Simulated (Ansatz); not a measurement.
# SrTiO3 (I4/mcm): the HSE06 gap against the k mesh of the hybrid

How far can the k mesh of the hybrid be lowered for the gap of SrTiO3 (I4/mcm)?

Method: DFT, HSE06, plane waves, PAW, in Ansatz 0.2.0.

**1. The structure**

The structure is tetragonal, space group I4/mcm (No. 140). The conventional cell has a = 5.511 Å, b = 5.511 Å, c = 7.796 Å, α = 90.00°, β = 90.00°, γ = 90.00°. Sr has 12 O at 2.73 to 2.78 Å nearest. Nearest to Ti lie 6 O at 1.95 Å. Nearest to O lie 2 Ti at 1.95 Å and 4 Sr at 2.76 Å. O has 2 Ti at 1.95 Å and 4 Sr at 2.73 to 2.78 Å nearest. Farther neighbours and most contacts between anions are not listed.

The cell and positions come from the Crystallography Open Database and are kept as given unless a step says otherwise. The default PAW set here is soft_2. Its files were made with PBE.

**2. k mesh of the hybrid: 2×2×2**

input.yaml

```yaml
crystal:
  lattice:
    - [-2.7555, 2.7555, 3.898]
    - [2.7555, -2.7555, 3.898]
    - [2.7555, 2.7555, -3.898]
  atoms:
    - { symbol: Sr, position: [0.75, 0.25, 0.5] }
    - { symbol: Sr, position: [0.25, 0.75, 0.5] }
    - { symbol: Ti, position: [0.0, 0.0, 0.0] }
    - { symbol: Ti, position: [0.5, 0.5, 0.0] }
    - { symbol: O, position: [0.25, 0.25, 0.0] }
    - { symbol: O, position: [0.75, 0.75, 0.0] }
    - { symbol: O, position: [0.7451, 0.2451, 0.9902] }
    - { symbol: O, position: [0.2451, 0.2549, 0.5] }
    - { symbol: O, position: [0.2549, 0.7549, 0.0098] }
    - { symbol: O, position: [0.7549, 0.7451, 0.5] }
kpoints:
  mp_grid: { grid: [2, 2, 2] }
  band_path:
    path:
      - [0.0, 0.0, 0.0]
      - [0.0, 0.0, 0.5]
      - [0.25, 0.25, 0.25]
      - [0.0, 0.5, 0.0]
      - [0.5, 0.5, -0.5]
      - [0.37492725, 0.62507275, -0.37492725]
      - [-0.37492725, 0.37492725, 0.37492725]
      - [-0.24985449, 0.24985449, 0.5]
    npoints: 1
hamiltonian:
  xc: hse06
scf:
  occupations: { method: fixed }
  n_extra_bands: 7
output:
  eigenvalues: true
```

The run is started by

```console
ansatz run input.yaml --threads 3 --pin off --max-ram 92160MiB --backend cuda --events-out ev --progress --plain --runs-dir out --devices 1 --max-vram 13GiB
```

Numbers of over 12 decimals in the logs are rounded to 6 here.

Log:

```text
scf.n_extra_bands = 7 over 40 filled bands (N_el = 80.0): the run solves 47 bands
exact exchange: scf.exx.singularity resolves to wigner_seitz, which cuts the screened interaction at the faces of the exchange supercell's Wigner-Seitz cell, so that each pair interacts once, at the shortest of its separations (the periodic images that this leaves out come, for a point-like exchange hole, to about 0.005 eV on a filled level). The cut falls within the interaction's reach, and what an exchange supercel [...]
GPUs: using 1 of 1 available (devices: 1).
Engine: ansatz 0.2.0, x86_64-unknown-linux-gnu
Pseudopotentials: kind: paw
Pseudopotential: Sr, paw, valence charge 10, recommended cutoff 420 eV (normal), Sr.paw.azcp
Pseudopotential: Ti, paw, valence charge 12, recommended cutoff 420 eV (normal), Ti.paw.azcp
Pseudopotential: O, paw, valence charge 6, recommended cutoff 420 eV (normal), O.paw.azcp
Functional definition: HSE06
  parameter a = 0.25
  parameter omega = 0.11/bohr
  exchange = pbe_x - a*pbe_x_sr(omega) + a*exact_x_sr(omega)
  correlation = pbe_c
davidson cushion auto → on  (no smearing: the cushion is to keep the highest requested band from converging to the state above it; pin scf.eigensolver.cushion to override)
concurrent solve slots: 2 of 3 are kept, ahead of what memory takes: no pass of the eigensolver takes more rounds on 2
device memory: the entry about to start is reckoned to put 1.8 GiB on a device that reports 34.3 GiB free (of which the cap on the GPU budget leaves the run 13.0 GiB)
GPU FFT provider: cuFFT
GPU libraries: cuBLAS 13.8.2, cuFFT 12.4.0, cuSOLVER 12.3.4
Crystal: 10 atoms, lattice volume = 118.387 Å³
Basis set: ecut = 420 eV, 2277 PW (Γ)
Bands: 47, of which v1, the nominal top of the filled ones, is band 40 counted from 1 (39 counted from 0)
Symmetry: 16 space group operations
Space group: I4/mcm (ITA 140), of the structure as read, at distance tolerance 4.9e-5 Å
k-points: 4 of 8
Non-local potential: Sr, projectors of the file, l = 0: 3, l = 1: 2, l = 2: 2
Non-local potential: Ti, projectors of the file, l = 0: 3, l = 1: 2, l = 2: 3, l = 3: 1
Non-local potential: O, projectors of the file, l = 0: 2, l = 1: 2, l = 2: 1
PAW form: soft (Blöchl's): semilocal exchange-correlation on the pseudo side does not see the compensation charge
PAW frozen core: Sr, regenerated for the run's functional, and the local potential with it (the file was generated under x = pbe(κ = 0.804, μ = 0.219515), c = pbe(β = 0.066725))
PAW frozen core: Ti, regenerated for the run's functional, and the local potential with it (the file was generated under x = pbe(κ = 0.804, μ = 0.219515), c = pbe(β = 0.066725))
PAW frozen core: O, regenerated for the run's functional, and the local potential with it (the file was generated under x = pbe(κ = 0.804, μ = 0.219515), c = pbe(β = 0.066725))
PAW one-centre angular grid: Sr, 110 points (default); XC on 64 Gauss nodes
PAW one-centre angular grid: Ti, 590 points (default); XC on 64 Gauss nodes
PAW one-centre angular grid: O, 110 points (default); XC on 96 Gauss nodes
Initial density: superposition of atomic densities (neutral atoms: chi_scale 0, normalization atom), corrected by the library's trained network
Initial wavefunctions: pseudopotential atomic-orbital guess
GPU buffer pool allocated for 64000 grid points (all kernels)
GPU transforms: local potential and band sums: pruned to the plane-wave sphere, on 40×40×40
Functional: x = pbe(κ = 0.804, μ = 0.219515), c = pbe(β = 0.066725), warm-up for x = pbe(κ = 0.804, μ = 0.219515) + 0.25 (exact − pbe) at short range (hse, ω = 0.207870 Å⁻¹), c = pbe(β = 0.066725); HSE06 as pw.x's `hse` composes it (authors' and Libxc's form: `xc: wpbeh`)
SCF iter   1: F=—  HF=-15508.573545 eV  |F-HF|=—  |Δ(HF+E_count)|=         —  Δρ=5.76e-3  dr2=3.66e-2  ethr=1.77e-3  ⟨swp⟩=6.8  Hψ=840  notcnv=0
preconditioner: auto → none  [insulator: Δε(μ)=1.889 eV  Ē_g=11.412 eV  n_scr=26 (ndim 8)  ℏωp=26.4 eV  f_vac=0.000]
[...]
SCF iter   4: F=—  HF=-15512.124474 eV  |F-HF|=—  |Δ(HF+E_count)|=   5.45e-2  Δρ=2.79e-3  dr2=1.23e-2  ethr=5.90e-7  ⟨swp⟩=4.8  Hψ=740  notcnv=0
SCF iter   5: F=—  HF=-15512.121163 eV  |F-HF|=—  |Δ(HF+E_count)|=   3.31e-3  Δρ=6.63e-4  dr2=2.32e-4  ethr=5.90e-7  ⟨swp⟩=5.0  Hψ=661  notcnv=0
SCF iter   6: F=—  HF=-15512.121840 eV  |F-HF|=—  |Δ(HF+E_count)|=   6.77e-4  Δρ=3.15e-4  dr2=1.02e-4  ethr=2.34e-7  ⟨swp⟩=4.0  Hψ=571  notcnv=0
SCF iter   7: F=-15512.121785 eV  HF=-15512.121826 eV  |F-HF|=4.11e-5  |Δ(HF+E_count)|=   1.46e-5  Δρ=2.01e-4  dr2=4.45e-5  ethr=1.25e-7  ⟨swp⟩=4.0  Hψ=540  notcnv=0
SCF 2 stopped early in 7 iterations: F = -15512.121785 eV  dr2 = 4.45e-5
  greatest PAW one-centre occupation: 1.000 electrons in one spin orbital (limit 2), on the Ti atom at site 3 (counted from 0), in its partial waves of l = 0
hybrid outer 1: dexx = +6.228e-2 eV, tail = 2.34e-4 eV
GPU FFT provider: cuFFT
GPU libraries: cuBLAS 13.8.2, cuFFT 12.4.0, cuSOLVER 12.3.4
GPU buffer pool allocated for 64000 grid points (all kernels)
GPU transforms: local potential and band sums: pruned to the plane-wave sphere, on 40×40×40
Exchange kernel: α = 0.2500, screened, ω = 0.2079 Å⁻¹, Wigner–Seitz truncation, v(0) = 910.3628 eV·Å³, q-mesh 2×2×2, nearest image of the exchange supercell L = 11.02 Å, pair-density grid 24×24×24, without the augmentation charges, whose exchange is taken in its separable form by FFT convolution over the k-point mesh (sized by the pseudopotential files, 32×32×30 at the most), smooth part of the exact exchange by density-matrix convolution in up to 802.5 MiB of GPU memory as planned if the GPU has room (build and FFT work areas not counted)
Frozen-core exchange: fock
SCF iter   1: F=—  HF=-15512.120518 eV  |F-HF|=—  |Δ(HF+E_count)|=         —  Δρ=1.25e-4  dr2=1.52e-5  ethr=1.46e-6  ⟨swp⟩=3.2  Hψ=443  notcnv=0
preconditioner: auto → none  [insulator: Δε(μ)=3.308 eV  Ē_g=13.569 eV  n_scr=26 (ndim 8)  ℏωp=26.4 eV  f_vac=0.001]
iter 2 solved again at ethr=8.00e-10 eV; its pass at ethr=1.81e-8 eV (dr2=6.40e-7 eV) is discarded
SCF iter   2: F=—  HF=-15512.120515 eV  |F-HF|=—  |Δ(HF+E_count)|=   2.40e-6  Δρ=3.36e-5  dr2=1.35e-6  ethr=8.00e-10  ⟨swp⟩=3.0  Hψ=983  notcnv=0
SCF iter   3: F=—  HF=-15512.120522 eV  |F-HF|=—  |Δ(HF+E_count)|=   6.96e-6  Δρ=4.16e-5  dr2=1.78e-6  ethr=8.00e-10  ⟨swp⟩=5.2  Hψ=619  notcnv=0
SCF iter   4: F=-15512.120522 eV  HF=-15512.120522 eV  |F-HF|=9.78e-9  |Δ(HF+E_count)|=   5.02e-7  Δρ=4.14e-6  dr2=2.38e-8  ethr=8.00e-10  ⟨swp⟩=4.0  Hψ=550  notcnv=0
SCF 3 converged in 4 iterations: F = -15512.120522 eV  dr2 = 2.38e-8
[...]
hybrid outer 2: dexx = +7.587e-6 eV, tail = 1.20e-7 eV, Δε = 4.68e-3 eV (about 1.21e-4 eV left of the loop's levels)
device memory: the entry about to start is reckoned to put 0.9 GiB on a device that reports 29.0 GiB free (of which the cap on the GPU budget leaves the run 13.0 GiB)
NSCF: frozen V_eff on 8 k-points
hybrid SCF converged: 2 outer / 11 inner (+4 warm-up), last move |dexx| = 7.59e-6 eV, tail = 1.20e-7 eV
Stability not checked: this state was not tested for a lower state beside it, because the functional holds exact exchange (a hybrid, or Hartree-Fock), whose exchange loop this test does not read (fock_operator; see scf.lower_state_search)
Free energy (F): -15512.120522 eV
Frozen-core exchange: fock
Harris-Foulkes:  -15512.120522 eV  (|F-HF|=9.78e-9)
Internal energy: -15512.120522 eV  (E = F + TS)
E sigma→0 (E₀):  -15512.120522 eV
Fermi energy:    9.084440 eV
--- Per-component energies (eV) ---
  E_band       = -574.978743
  E_kinetic    = 2103.222157
  E_local      = -4728.328814  (includes V_loc(G=0)·N_el)
  E_nonlocal   = 681.773063
  E_hartree    = 1650.711513
  E_xc         = -797.124822
  E_vxc        = -913.129805  (∫ρ·V_xc dr)
  E_exx        = -243.832180  (= α·E_x^exact, valence–valence)
  E_paw        = -8382.845083  (= ΣΔE_a)
  E_vpaw       = -532.286886  (= ΣTr[D̂ρ^β])
  E_aug_tail   = 0.015150  (compensation charges beyond the density's cutoff)
  E_ewald      = -5794.463639
  E_core_change = -1.247866  (= ΣΔE_core)
  E_smearing   = -0.000000  (= −TS)
  E_closure    = -0.000000  (closes the sum)
  Σ components = -15512.120522   (vs F -15512.120522, Δ=0.00e0)
--- Band table (eV) ---
  k-point 0: bands = [... 36 lower, 8.7136, 9.0778, 9.0844, 9.0844, 12.3890, 12.3890, 12.3901, 14.8103, ... 3 higher]
  k-point 1: bands = [... 36 lower, 7.3969, 8.2933, 8.2936, 9.0030, 12.5743, 14.5138, 14.5150, 14.5260, ... 3 higher]
  k-point 2: bands = [... 36 lower, 8.1176, 8.1176, 8.4077, 8.4077, 14.0450, 14.0450, 14.0999, 14.0999, ... 3 higher]
  k-point 3: bands = [... 36 lower, 7.3912, 8.2958, 8.2958, 9.0017, 12.5759, 14.4961, 14.4961, 14.5535, ... 3 higher]
```

The job ended after 20 s (1 × NVIDIA H100 80GB HBM3 (shared by 6 runs) with 3 threads of AMD EPYC 7R13 (Zen 3), shared host; peak memory 1.1 GiB).

This step gave:

```
gap                     : 3.305 eV
valence top at          : Γ
conduction bottom at    : Γ
least direct gap        : 3.305 eV
exact-exchange fraction : 0.25
```

The gap is direct, at Γ.

**3. k mesh of the hybrid: 4×4×4**

Changes to input.yaml since step 2:

```diff
@@ -17,3 +17,3 @@
 kpoints:
-  mp_grid: { grid: [2, 2, 2] }
+  mp_grid: { grid: [4, 4, 4] }
   band_path:
@@ -36 +36,5 @@
   eigenvalues: true
+  write_density: true
+  write_potential: true
+  elf: true
+  volumetric_format: npy
```

Log:

```text
[...]
GPUs: using 1 of 1 available (devices: 1).
[...]
GPU FFT provider: cuFFT
GPU libraries: cuBLAS 13.8.2, cuFFT 12.4.0, cuSOLVER 12.3.4
Crystal: 10 atoms, lattice volume = 118.387 Å³
Basis set: ecut = 420 eV, 2277 PW (Γ)
Bands: 47, of which v1, the nominal top of the filled ones, is band 40 counted from 1 (39 counted from 0)
[... 1 set-up line as in the run before ...]
[...]
k-points: 13 of 64
[...]
Fermi energy:    9.047695 eV
[...]
--- Band table (eV; the first three rows and the last of 13) ---
  k-point 0: bands = [... 36 lower, 8.6805, 9.0412, 9.0477, 9.0477, 12.4072, 12.4072, 12.4082, 14.8512, ... 3 higher]
  k-point 1: bands = [... 36 lower, 8.3352, 8.4163, 8.4164, 9.0048, 12.4982, 13.5425, 13.5437, 14.8397, ... 3 higher]
  k-point 2: bands = [... 36 lower, 7.3588, 8.2592, 8.2595, 8.9622, 12.5942, 14.5399, 14.5411, 14.5535, ... 3 higher]
  k-point 12: bands = [... 36 lower, 7.3532, 8.2618, 8.2618, 8.9609, 12.5958, 14.5228, 14.5228, 14.5800, ... 3 higher]
[key lines of the parts left out:]
Free energy (F): -15512.397851 eV
```

It took 49 s on 1 × NVIDIA H100 80GB HBM3 (shared by 6 runs) with 3 threads; peak memory 1.4 GiB; 80 s of CPU time.

Numbers from this step:

```yaml
gap: 3.359 eV
valence_top_at: Γ
conduction_bottom_at: Γ
least_direct_gap: 3.359 eV
```

The gap is 3.359 eV, +0.055 eV from the run before at this level.

**4. k mesh of the hybrid: 6×6×6**

Changes to input.yaml since step 3:

```diff
@@ -17,3 +17,3 @@
 kpoints:
-  mp_grid: { grid: [4, 4, 4] }
+  mp_grid: { grid: [6, 6, 6] }
   band_path:
@@ -36,5 +36 @@
   eigenvalues: true
-  write_density: true
-  write_potential: true
-  elf: true
-  volumetric_format: npy
```

Log:

```text
[...]
GPUs: using 1 of 1 available (devices: 1).
[...]
GPU FFT provider: cuFFT
GPU libraries: cuBLAS 13.8.2, cuFFT 12.4.0, cuSOLVER 12.3.4
Crystal: 10 atoms, lattice volume = 118.387 Å³
Basis set: ecut = 420 eV, 2277 PW (Γ)
Bands: 47, of which v1, the nominal top of the filled ones, is band 40 counted from 1 (39 counted from 0)
[... 1 set-up line as in the run before ...]
[...]
k-points: 30 of 216
[...]
Fermi energy:    9.047266 eV
[...]
--- Band table (eV; the first three rows and the last of 30) ---
  k-point 0: bands = [... 36 lower, 8.6803, 9.0409, 9.0473, 9.0473, 12.4074, 12.4074, 12.4085, 14.8521, ... 3 higher]
  k-point 1: bands = [... 36 lower, 8.5229, 8.7031, 8.7045, 9.0257, 12.4523, 13.0042, 13.0055, 14.8623, ... 3 higher]
  k-point 2: bands = [... 36 lower, 7.9130, 8.3314, 8.3314, 8.9831, 12.5459, 14.0504, 14.0511, 14.7065, ... 3 higher]
  k-point 29: bands = [... 36 lower, 7.3526, 8.2616, 8.2616, 8.9607, 12.5962, 14.5233, 14.5233, 14.5806, ... 3 higher]
[key lines of the parts left out:]
Free energy (F): -15512.399067 eV
```

It took 90 s on 1 × NVIDIA H100 80GB HBM3 (shared by 6 runs) with 3 threads; peak memory 2.3 GiB; 2.6 min of CPU time.

This step gave:

- gap: 3.360 eV
- valence top at: Γ
- conduction bottom at: Γ
- least direct gap: 3.360 eV

The gap is 3.360 eV, +0.001 eV from the run before at this level.

**5. The series**

Differences are against the last row; a negative gap means that bands overlap, and a run with a band path holds that path's time. Times are wall times on 1 × NVIDIA H100 80GB HBM3 (shared by 6 runs) with 3 threads of AMD EPYC 7R13 (Zen 3), shared host, good to a factor of about two.

| k mesh of the hybrid | gap (eV) | direct gap (eV) | gap error (eV) | energy error (meV/atom) | irreducible k | time |
| --- | --- | --- | --- | --- | --- | --- |
| 2×2×2 | 3.305 | 3.305 | −0.056 | +27.9 | 4 | 20 s |
| 4×4×4 | 3.359 | 3.359 | −0.001 | +0.1 | 13 | 49 s |
| 6×6×6 | 3.360 | 3.360 | +0.000 | +0.0 | 30 | 90 s |

**6. Results**

```
2×2×2 : 3.305 eV
4×4×4 : 3.359 eV
6×6×6 : 3.360 eV
```

The gap holds to 0.02 eV from 4×4×4 on. At 2×2×2 the gap is off by −0.056 eV and the energy by +28 meV/atom. The gap is read over the mesh and added points near the edges, so meshes differ mainly through the density and, for a hybrid, the exchange operator.

[Paths, hosts, dates, memory and timing lines, banners, echoed tables and standing remarks are left out of the program output.]

[Logs are printed without paths, hosts, clocks, repeated set-up lines and the standing remarks that a program may print on its own settings, such as how far it seeks lower states.]

[Runs of the session that timed out or met a known fault of the program may be left out.]

[Cells called generated may have been cut or substituted from an entry of the Crystallography Open Database or the Materials Project.]

[Hosts, paths, dates, database ids (printed as entryN), source tags and the programs' standing remarks are cut or masked in the printed files.]
